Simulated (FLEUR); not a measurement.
# Sn (I4_1/amd) in FLEUR: density of states with RPBE

Aim: the density of states of Sn with RPBE.

Program: FLEUR MaX-R8.1 (later development tree). These are calculated values, not measurements. Logs are shortened: lines on timing, memory, paths and dates and some standing lists are left out, and cuts for length are marked.

**1. The undisturbed crystal**

The structure is tetragonal, space group I4_1/amd (No. 141). Conventional cell: a = 5.880 Å, b = 5.880 Å, c = 3.199 Å, α = 90.00°, β = 90.00°, γ = 90.00°. Around Sn (site symmetry -4m2) lie 6 Sn at 3.05 to 3.20 Å.

**2. Density of states, RPBE (volume scaled by 0.96)**

The input, inp.xml:

```xml
<?xml version="1.0" encoding="UTF-8" standalone="no"?>
<fleurInput fleurInputVersion="0.39">
   <comment>
      Sn                                                                                                  
   </comment>
   <calculationSetup>
      <cutoffs Kmax="4.5" Gmax="22.5" GmaxXC="22.5" numbands="0"/>
      <scfLoop itmax="60" minDistance="0.00001" maxIterBroyd="15" imix="Anderson" alpha="0.05" precondParam="0.0" spinf="2.0" sdNocoIR="T"/>
      <coreElectrons ctail="T" frcor="F" kcrel="0" coretail_lmax="0"/>
      <xcFunctional name="Rpbe" relativisticCorrections="F"/>
      <magnetism jspins="1"/>
      <soc l_soc="F" theta="0.0" phi="0.0" spav="F"/>
      <expertModes spex="0" secvar="F"/>
      <geometryOptimization l_f="F" forcealpha="1.0" forcemix="BFGS" epsdisp="0.00001" epsforce="0.00001"/>
      <ldaU l_linMix="F" mixParam="0.05" spinf="1.0"/>
   </calculationSetup>
   <cell>
      <bzIntegration valenceElectrons="44.0" mode="hist" fermiSmearingEnergy="0.00183747">
         <kPointListSelection listName="default-1"/>
         <!-- k-points included here -->
         <xi:include xmlns:xi="http://www.w3.org/2001/XInclude" href="kpts.xml"> </xi:include>
      </bzIntegration>
      <!-- symmetry operations included here -->
      <xi:include xmlns:xi="http://www.w3.org/2001/XInclude" href="sym.xml"> </xi:include>
      <bulkLattice scale="1.0">
         <bravaisMatrix>
            <row-1>   -5.4809691283022790     5.4809691283022790     2.9813966241786640</row-1>
            <row-2>    5.4809691283022790    -5.4809691283022790     2.9813966241786640</row-2>
            <row-3>    5.4809691283022790     5.4809691283022790    -2.9813966241786640</row-3>
         </bravaisMatrix>
      </bulkLattice>
   </cell>
   <atomSpecies>
      <species name="Tin (Sn)" element="Sn" atomicNumber="50">
         <mtSphere radius="2.63" gridPoints="869" logIncrement="0.015"/>
         <atomicCutoffs lmax="10" lnonsphr="8"/>
         <electronConfig flipSpins="F">
            <coreConfig>(1s1/2) (2s1/2) (2p1/2) (2p3/2) (3s1/2) (3p1/2) (3p3/2) (3d3/2) (3d5/2)</coreConfig>
            <valenceConfig>(4s1/2) (4p1/2) (4p3/2) (5s1/2) (4d3/2) (4d5/2) (5p1/2) (5p3/2)</valenceConfig>
            <stateOccupation state="(5p1/2)" spinUp="0.333333" spinDown="0.333333"/>
            <stateOccupation state="(5p3/2)" spinUp="0.666667" spinDown="0.666667"/>
         </electronConfig>
         <energyParameters s="5" p="5" d="4" f="4"/>
         <lo type="SCLO" l="0" n="4" eDeriv="0"/>
         <lo type="SCLO" l="1" n="4" eDeriv="0"/>
         <lo type="SCLO" l="1" n="4" eDeriv="1"/>
         <lo type="SCLO" l="2" n="4" eDeriv="2"/>
         <lo type="SCLO" l="3" n="4" eDeriv="2"/>
      </species>
   </atomSpecies>
   <atomGroups>
      <atomGroup species="Tin (Sn)">
         <relPos label="                   1">1.000/8.000 -1.000/8.000 -1.000/4.000</relPos>
         <relPos label="                   2">-1.000/8.000 1.000/8.000 1.000/4.000</relPos>
         <force calculate="T" relaxXYZ="TTT"/>
      </atomGroup>
   </atomGroups>
   <output dos="F" band="F" slice="F">
      <checks vchk="F" cdinf="F"/>
      <bandDOS minEnergy="-.5*Htr" maxEnergy="0.5*Htr" sigma="0.015" storeEVData="T"/>
      <vacuumDOS vacdos="F" integ="F" star="F" nstars="0" locx1="0.0" locy1="0.0" locx2="0.0" locy2="0.0" nstm="0" tworkf="0.0"/>
      <unfoldingBand unfoldBand="F" supercellX="1" supercellY="1" supercellZ="1"/>
      <plotting iplot="0" polar="F">
         <plot TwoD="T" vec1="  1.0  0.0  0.0" vec2="  0.0  1.0  0.0" vec3="  0.0  0.0  1.0" zero="  0.0  0.0  0.0" file="plot"/>
      </plotting>
      <chargeDensitySlicing numkpt="0" minEigenval="0.0" maxEigenval="0.0" nnne="0" pallst="F"/>
      <specialOutput eonly="F"/>
      <moessbauerParams electricFieldGradient="T" isomerShift="T" coreHyperfine="T" valenceHyperfine="T"/>
      <magneticCircularDichroism mcd="F" energyLo="-10.0" energyUp="0.0"/>
   </output>
  <!-- We include the file relax.xml here to enable relaxations (see documentation) -->
  <xi:include xmlns:xi="http://www.w3.org/2001/XInclude" href="relax.xml"> <xi:fallback/> </xi:include>
</fleurInput>
```

The input, crystal.txt:

```
Sn
&input cartesian=F /
-2.9004039564  2.9004039564  1.5776871502
2.9004039564  -2.9004039564  1.5776871502
2.9004039564  2.9004039564  -1.5776871502
1.8897261246
1.0 1.0 1.0

2
50 0.0000000000  0.0000000000  0.0000000000
50 0.7500000000  0.2500000000  0.5000000000

&kpt div1=9 div2=9 div3=9 gamma=T /
```

The input, inp.xml (dos):

```
<?xml version="1.0" encoding="UTF-8" standalone="no"?>
<fleurInput fleurInputVersion="0.39">
   <comment>
      Sn                                                                                                  
   </comment>
   <calculationSetup>
      <cutoffs Kmax="4.5" Gmax="22.5" GmaxXC="22.5" numbands="0"/>
      <scfLoop itmax="60" minDistance="0.00001" maxIterBroyd="15" imix="Anderson" alpha="0.05" precondParam="0.0" spinf="2.0" sdNocoIR="T"/>
      <coreElectrons ctail="T" frcor="F" kcrel="0" coretail_lmax="0"/>
      <xcFunctional name="Rpbe" relativisticCorrections="F"/>
      <magnetism jspins="1"/>
      <soc l_soc="F" theta="0.0" phi="0.0" spav="F"/>
      <expertModes spex="0" secvar="F"/>
      <geometryOptimization l_f="F" forcealpha="1.0" forcemix="BFGS" epsdisp="0.00001" epsforce="0.00001"/>
      <ldaU l_linMix="F" mixParam="0.05" spinf="1.0"/>
   </calculationSetup>
   <cell>
      <bzIntegration valenceElectrons="44.0" mode="hist" fermiSmearingEnergy="0.00183747">
         <kPointListSelection listName="default-1"/>
         <!-- k-points included here -->
         <xi:include xmlns:xi="http://www.w3.org/2001/XInclude" href="kpts.xml"> </xi:include>
      </bzIntegration>
      <!-- symmetry operations included here -->
      <xi:include xmlns:xi="http://www.w3.org/2001/XInclude" href="sym.xml"> </xi:include>
      <bulkLattice scale="1.0">
         <bravaisMatrix>
            <row-1>   -5.4809691283022790     5.4809691283022790     2.9813966241786640</row-1>
            <row-2>    5.4809691283022790    -5.4809691283022790     2.9813966241786640</row-2>
            <row-3>    5.4809691283022790     5.4809691283022790    -2.9813966241786640</row-3>
         </bravaisMatrix>
      </bulkLattice>
   </cell>
   <atomSpecies>
      <species name="Tin (Sn)" element="Sn" atomicNumber="50">
         <mtSphere radius="2.63" gridPoints="869" logIncrement="0.015"/>
         <atomicCutoffs lmax="10" lnonsphr="8"/>
         <electronConfig flipSpins="F">
            <coreConfig>(1s1/2) (2s1/2) (2p1/2) (2p3/2) (3s1/2) (3p1/2) (3p3/2) (3d3/2) (3d5/2)</coreConfig>
            <valenceConfig>(4s1/2) (4p1/2) (4p3/2) (5s1/2) (4d3/2) (4d5/2) (5p1/2) (5p3/2)</valenceConfig>
            <stateOccupation state="(5p1/2)" spinUp="0.333333" spinDown="0.333333"/>
            <stateOccupation state="(5p3/2)" spinUp="0.666667" spinDown="0.666667"/>
         </electronConfig>
         <energyParameters s="5" p="5" d="4" f="4"/>
         <lo type="SCLO" l="0" n="4" eDeriv="0"/>
         <lo type="SCLO" l="1" n="4" eDeriv="0"/>
         <lo type="SCLO" l="1" n="4" eDeriv="1"/>
         <lo type="SCLO" l="2" n="4" eDeriv="2"/>
         <lo type="SCLO" l="3" n="4" eDeriv="2"/>
      </species>
   </atomSpecies>
   <atomGroups>
      <atomGroup species="Tin (Sn)">
         <relPos label="                   1">1.000/8.000 -1.000/8.000 -1.000/4.000</relPos>
         <relPos label="                   2">-1.000/8.000 1.000/8.000 1.000/4.000</relPos>
         <force calculate="T" relaxXYZ="TTT"/>
      </atomGroup>
   </atomGroups>
   <output dos="T" band="F" slice="F">
      <checks vchk="F" cdinf="F"/>
      <bandDOS minEnergy="-0.8*Htr" maxEnergy="0.5*Htr" sigma="0.005" storeEVData="T"/>
      <vacuumDOS vacdos="F" integ="F" star="F" nstars="0" locx1="0.0" locy1="0.0" locx2="0.0" locy2="0.0" nstm="0" tworkf="0.0"/>
      <unfoldingBand unfoldBand="F" supercellX="1" supercellY="1" supercellZ="1"/>
      <plotting iplot="0" polar="F">
         <plot TwoD="T" vec1="  1.0  0.0  0.0" vec2="  0.0  1.0  0.0" vec3="  0.0  0.0  1.0" zero="  0.0  0.0  0.0" file="plot"/>
      </plotting>
      <chargeDensitySlicing numkpt="0" minEigenval="0.0" maxEigenval="0.0" nnne="0" pallst="F"/>
      <specialOutput eonly="F"/>
      <moessbauerParams electricFieldGradient="T" isomerShift="T" coreHyperfine="T" valenceHyperfine="T"/>
      <magneticCircularDichroism mcd="F" energyLo="-10.0" energyUp="0.0"/>
   </output>
  <!-- We include the file relax.xml here to enable relaxations (see documentation) -->
  <xi:include xmlns:xi="http://www.w3.org/2001/XInclude" href="relax.xml"> <xi:fallback/> </xi:include>
</fleurInput>
```

Potentials or basis: all-electron, FLAPW.

The run is started by

```
$ inpgen -f crystal.txt -profile moderate
$ # inp.xml edited to the form shown
$ fleur_MPI
$ fleur_MPI   # second run, on inp.xml (dos)
```

Standard output:

```text
Welcome to FLEUR        (www.flapw.de)
      MaX-Release 8.1          (www.max-centre.eu)

 ========== k-point set info ==========
 Selected k-point list: default-1
 k-point list type: mesh
 9 x 9 x 9
 Number of k points: 75

 ------------Calculation Setup---------------------------
 Number of MPI-tasks      :            1
 Number of PE/node        :            1
 Number of OMP-threads    :            1
 Most efficient MPI parallelization for:
           1           3           5          15          25          75
 Additional eigenvalue parallelization possible
 Number of basis functions:          635
 Approximate size of matrices (H+S) per k-point:         0.006 GB
 --------------------------------------------------------
 Iteration:     1   Distance:       4.72619929 me/bohr^3
 Iteration:     2   Distance:       4.42568352 me/bohr^3
 Iteration:     3   Distance:       1.77857561 me/bohr^3
 Iteration:     4   Distance:       0.18590648 me/bohr^3
 Iteration:     5   Distance:       0.15364714 me/bohr^3
 Iteration:     6   Distance:       0.02125451 me/bohr^3
 Iteration:     7   Distance:       0.01254665 me/bohr^3
 Iteration:     8   Distance:       0.00395427 me/bohr^3
 Iteration:     9   Distance:       0.00054553 me/bohr^3
 Iteration:    10   Distance:       0.00028581 me/bohr^3
 Iteration:    11   Distance:       0.00003164 me/bohr^3
 Iteration:    12   Distance:       0.00002825 me/bohr^3
 Iteration:    13   Distance:       0.00000370 me/bohr^3

 ********************************************************************
 Run finished successfully
 Stop message:
   all done
 ********************************************************************
```

output (dos):

```text
Welcome to FLEUR        (www.flapw.de)
      MaX-Release 8.1          (www.max-centre.eu)

 ========== k-point set info ==========
 Selected k-point list: default-1
 k-point list type: mesh
 9 x 9 x 9
 Number of k points: 75

 ------------Calculation Setup---------------------------
 Number of MPI-tasks      :            1
 Number of PE/node        :            1
 Number of OMP-threads    :            1
 Most efficient MPI parallelization for:
           1           3           5          15          25          75
 Additional eigenvalue parallelization possible
 Number of basis functions:          635
 Approximate size of matrices (H+S) per k-point:         0.006 GB
 --------------------------------------------------------
Local.1               Total                INT                  Sym                  MT:1s                MT:1p                MT:1d                MT:1f
 done:Local.1

 Note: DOS data (together with different weights) is also stored in the banddos.hdf file.
       A convenient way of extracting and plotting the data from that file is by making use of the

 ********************************************************************
 Run finished successfully
 Stop message:
   Charge density postprocessing done.
 ********************************************************************
```

out.xml (last iteration):

```text
<iteration numberForCurrentRun="   13" overallNumber="   13">
         <energyParameters units="Htr">
            <atomicEP atomType="1" spin="1" branch="5s" branchLowest="-4.43" branchHighest="0.77" value="0.0473510439"/>
            <atomicEP atomType="1" spin="1" branch="5p" branchLowest="-2.80" branchHighest="1.39" value="0.2578878897"/>
            <atomicEP atomType="1" spin="1" branch="4d" branchLowest="-16.87" branchHighest="-0.42" value="-0.4433101412"/>
            <atomicEP atomType="1" spin="1" branch="4f" branchLowest="-9.99" branchHighest="1.88" value="0.6058949955"/>
            <loAtomicEP atomType="1" spin="1" branch="4s" branchLowest="-30.54" branchHighest="-4.43" value="-4.4331159110"/>
            <loAtomicEP atomType="1" spin="1" branch="4p" branchLowest="-25.14" branchHighest="-2.80" value="-2.8139151115"/>
            <loAtomicEP atomType="1" spin="1" branch="4p" branchLowest="-25.14" branchHighest="-2.80" value="-2.8139151115"/>
            <loAtomicEP atomType="1" spin="1" branch="4d" branchLowest="-16.87" branchHighest="-0.42" value="-0.4559871150"/>
            <loAtomicEP atomType="1" spin="1" branch="4f" branchLowest="-9.99" branchHighest="1.88" value="0.6058964965"/>
         </energyParameters>
         <eigenvalues>
            <eigenvaluesAt spin="1" ikpt="1" k_x="0.00000000" k_y="0.00000000" k_z="0.00000000">
                      -4.4331353508       -4.4331012314       -2.8059187529       -2.8059077724       -2.8054690858
                      -2.8054690858       -2.8051703611       -2.8051703611       -0.4679368656       -0.4646185047
                      -0.4629537660       -0.4625219332       -0.4565361751       -0.4565361751       -0.4561179214
                      -0.4561179214       -0.4527503350       -0.4485713203       -0.0853585975        0.2021217723
                       0.2525973575        0.2525973575        0.4357104766        0.5637112870        0.5637112870
                       0.5891001868        0.5937839760        0.6917815461        0.7173118144        0.7468044448
                       0.7468044448        0.7480570964        0.7483580631        0.7483580631
            </eigenvaluesAt>
            <eigenvaluesAt spin="1" ikpt="2" k_x="0.00000000" k_y="0.00000000" k_z="0.11111111">
                      -4.4331343272       -4.4331022657       -2.8059190377       -2.8059091164       -2.8054601056
                      -2.8054590743       -2.8051794051       -2.8051787537       -0.4675365337       -0.4646881227
                      -0.4627734851       -0.4626116217       -0.4567319313       -0.4563227883       -0.4560141304
                      -0.4559718803       -0.4529873987       -0.4489777763       -0.0811873785        0.1662688745
[... 43 lines left out ...]
         </coreStates>
         <allElectronCharges>
            <spinDependentCharge spin="1" total="100.0000000" interstitial="3.6208194" mtSpheres="96.3791806"/>
            <totalCharge value="100.0000000012"/>
         </allElectronCharges>
         <moessbauerParams unitsHFF="kG" unitsIS="e/bohr^3" unitsEFG="Htr/bohr^2">
            <coreIsomerShift atomType="1" isTotal="193894.30871">
               <shell n="1" l="0" isomerShift="169574.92000"/>
               <shell n="2" l="0" isomerShift="19875.97730"/>
               <shell n="2" l="1" isomerShift="477.97612"/>
               <shell n="3" l="0" isomerShift="3865.11888"/>
               <shell n="3" l="1" isomerShift="100.31639"/>
               <shell n="3" l="2" isomerShift="0.00002"/>
            </coreIsomerShift>
            <isomerShift atomType="1" nucleusRadius="0.0001161" averageDensity="194736.40697"/>
            <electricFieldGradient atomType="1" VXX="-0.23453" VYY="-0.23453" VZZ="0.46906" asymParam="0.00000">
            </electricFieldGradient>
         </moessbauerParams>
         <totalEnergy                                    value="   -12358.7955539098" units="Htr">
            <sumOfEigenvalues                            value="    -7451.0020629867">
               <coreElectrons value="-7391.7152183693"/>
               <valenceElectrons value="-59.2868446174"/>
            </sumOfEigenvalues>
            <densityCoulombPotentialIntegral value="-20035.3498996393"/>
            <densityEffectivePotentialIntegral value="-20464.7285107772"/>
            <chargeDenXCDenIntegral value="-331.4332948726"/>
            <FockExchangeEnergyValence value="0.0000000000"/>
            <FockExchangeEnergyCore value="0.0000000000"/>
            <atomTypeDependentContributions atomType="1">
               <electronNucleiInteractionDifferentMTs value="14975.5728256840"/>
               <MadelungTerm value="-47.8409313241"/>
            </atomTypeDependentContributions>
            <tkbTimesEntropy value="0.0002712403"/>
            <freeEnergy value="-12358.7958251502"/>
            <extrapolationTo0K value="-12358.7956895300"/>
         </totalEnergy>
         <densityConvergence units="me/bohr^3">
            <chargeDensity spin="1" distance="0.0000036981"/>
         </densityConvergence>
      </iteration>
```

Run time: 2 min. Hardware: 1 thread of Arm Neoverse V2, shared host; peak memory 0.14 GiB.

What came out:

| Property | Result |
| --- | --- |
| Free energy | -336299.9667 eV |
| Band gap on the k mesh | none (metal or under the smearing width) |
| Valence electrons inside the program's atomic spheres | Sn 20.19 (radii Sn 2.63 bohr) |

Levels at points of the mesh, in eV from the Fermi level:
| k point | band 18 | band 19 | band 20 | band 21 | band 22 | band 23 | band 24 | band 25 | band 26 | band 27 |
| --- | --- | --- | --- | --- | --- | --- | --- | --- | --- | --- |
| (0.00, 0.00, 0.00) | -21.18 | -11.30 | -3.48 | -2.10 | -2.10 | 2.88 | 6.36 | 6.36 | 7.05 | 7.18 |

States per cell in windows of 1 eV (zero at the Fermi level; states under -8 eV left out):
```tsv
from (eV)	total	INT	MT:1p	MT:1s	MT:1d	MT:1f	Sym
-8.0	0.84	0.31	0.03	0.23	0.01	0.00	0.00
-7.0	0.71	0.24	0.03	0.20	0.01	0.00	0.00
-6.0	0.60	0.21	0.04	0.15	0.00	0.00	0.00
-5.0	0.43	0.19	0.06	0.06	0.00	0.00	0.00
-4.0	0.84	0.41	0.14	0.06	0.01	0.00	0.00
-3.0	1.07	0.52	0.21	0.05	0.01	0.00	0.00
-2.0	1.09	0.51	0.24	0.03	0.01	0.00	0.00
-1.0	0.97	0.44	0.21	0.04	0.02	0.00	0.00
0.0	1.02	0.45	0.20	0.06	0.03	0.00	0.00
1.0	0.82	0.36	0.16	0.05	0.02	0.00	0.00
2.0	1.21	0.56	0.22	0.05	0.04	0.01	0.00
3.0	1.40	0.69	0.24	0.04	0.06	0.01	0.00
```

Core levels (eV from the Fermi level):
| atom | levels |
| --- | --- |
| 1 Sn | 1s1/2 -28992.2, 2s1/2 -4371.4, 2p1/2 -4081.6, 2p3/2 -3851.1, 3s1/2 -839.9, 3p1/2 -722.4, 3p3/2 -680.3, 3d3/2 -473.2, 3d5/2 -464.5 |
| 2 Sn | 1s1/2 -28992.2, 2s1/2 -4371.4, 2p1/2 -4081.6, 2p3/2 -3851.1, 3s1/2 -839.9, 3p1/2 -722.4, 3p3/2 -680.3, 3d3/2 -473.2, 3d5/2 -464.5 |
